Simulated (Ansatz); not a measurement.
# GaP: the cost of one run

Method: DFT PBE, scalar-relativistic, plane waves, PAW, in Ansatz 0.2.0.

1 further run of the same task is left out (set aside as unsound or not needed).

## Step 1: The starting structure

It takes space group F-43m (No. 216, cubic). Conventional cell: a = 5.506 Å, b = 5.506 Å, c = 5.506 Å, α = 90.00°, β = 90.00°, γ = 90.00°. Ga (site symmetry -43m) is surrounded by 4 P at 2.38 Å. P (site symmetry -43m) is surrounded by 4 Ga at 2.38 Å.

As a file:

```xyz
2
Lattice="0.0000 2.7530 2.7530 2.7530 0.0000 2.7530 2.7530 2.7530 0.0000" Properties=species:S:1:pos:R:3 pbc="T T T"
Ga    0.0000    0.0000    0.0000
P     4.1296    4.1296    4.1296
```

This cell was relaxed beforehand with the same method: volume 20.87 Å³/atom, gap on the mesh 1.58 eV.

## Step 2: Relaxing at 7 GPa

What is minimised here is the enthalpy; the energy can go up as the cell is squeezed.

input.yaml reads:

```yaml
crystal:
  lattice:
    - [0.0, 2.7530369381, 2.7530369381]
    - [2.7530369381, 0.0, 2.7530369381]
    - [2.7530369381, 2.7530369381, 0.0]
  atoms:
    - { symbol: Ga, position: [0.0, 0.0, 0.0] }
    - { symbol: P, position: [0.75, 0.75, 0.75] }
basis:
  ecutwfc: 420
kpoints:
  mp_grid: { grid: [8, 8, 8] }
hamiltonian:
  xc: pbe
scf:
  occupations: { method: fixed }
output:
  forces: true
  stress: true
  eigenvalues: true
relax:
  adjacent_minimum: "off"
  f_tol: 0.001
  max_steps: 60
  cell: { stress_tol: 0.02, p_target: 7.0 }
```

On the command line:

```console
ansatz run input.yaml --threads 1 --pin off --max-ram 3072MiB --backend cpu --events-out ev --progress --plain --runs-dir out
```

What time and memory should one allow on 1 thread of Intel Xeon Platinum 8259CL at 2.50GHz (Skylake/Cascade Lake), shared host?

About 19 s, with a peak of 0.37 GiB.
